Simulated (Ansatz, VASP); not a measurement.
One calculation of BaS, two programs

File INCAR:

```
  PREC = Accurate
  ENCUT = 520
  EDIFF = 1E-6
  ISMEAR = 0
  SIGMA = 0.05
  LREAL = False
  LASPH = True
  NELM = 150
  ALGO = Normal
  ISIF = 2
  LWAVE = False
  LCHARG = False
  MAGMOM = 0 0 0 0 0 0
  LORBIT = 11
  LSORBIT = True
  GGA_COMPAT = False
  LORBMOM = True
  GGA = PS
  NBANDS = 28
```

The input KPOINTS:

```
regular mesh
0
Gamma
  6 6 6
```

POSCAR

```
BaS
1.0
    0.0000000000      3.1937508250      3.1937508250
    3.1937508250      0.0000000000      3.1937508250
    3.1937508250      3.1937508250      0.0000000000
Ba S
1 1
Direct
    0.5000000000      0.5000000000      0.5000000000
    0.0000000000      0.0000000000      0.0000000000
```

Input for Ansatz:

```yaml
crystal:
  lattice:
    - [0.0, 3.193750825, 3.193750825]
    - [3.193750825, 0.0, 3.193750825]
    - [3.193750825, 3.193750825, 0.0]
  atoms:
    - { symbol: Ba, position: [0.5, 0.5, 0.5] }
    - { symbol: S, position: [0.0, 0.0, 0.0] }
basis:
  ecutwfc: 420
  ecutrho_ratio: 4
kpoints:
  mp_grid: { grid: [6, 6, 6] }
hamiltonian:
  xc: pbesol
scf:
  occupations: { method: gaussian, width: 0.05 }
output:
  forces: true
  stress: true
  eigenvalues: true
  populations: true
  topological_invariants: true
magnetization:
  noncollinear: true
  spin_orbit: true
```

Alike in both runs: task single point; functional PBEsol; k mesh 6 × 6 × 6; occupations gaussian, width 0.05 eV; non-collinear spin, spin-orbit coupling.

|  | VASP | Ansatz |
| --- | --- | --- |
| version | VASP 6.6.1 | Ansatz 0.2.0 |
| potentials or method | VASP PAW PBE potentials, release 64 (Ba_sv, S) | plane waves, PAW |
| plane-wave cutoff (eV) | 520 | 420 |
| valence electrons in the cell | 16 | 16 |

```tsv
	VASP	Ansatz	Ansatz less VASP
gap on the k mesh at the Fermi level (eV)	1.93	2.04	+0.105
least direct gap on the mesh (eV)	2.03	2.11	+0.075
pressure (GPa)	-0.5	-1.2	-0.62
net moment per atom (μB)	0.00	0.00	0.000
```

Caveats: the PAW data sets were made with another functional, which shifts forces and pressure a little (VASP).
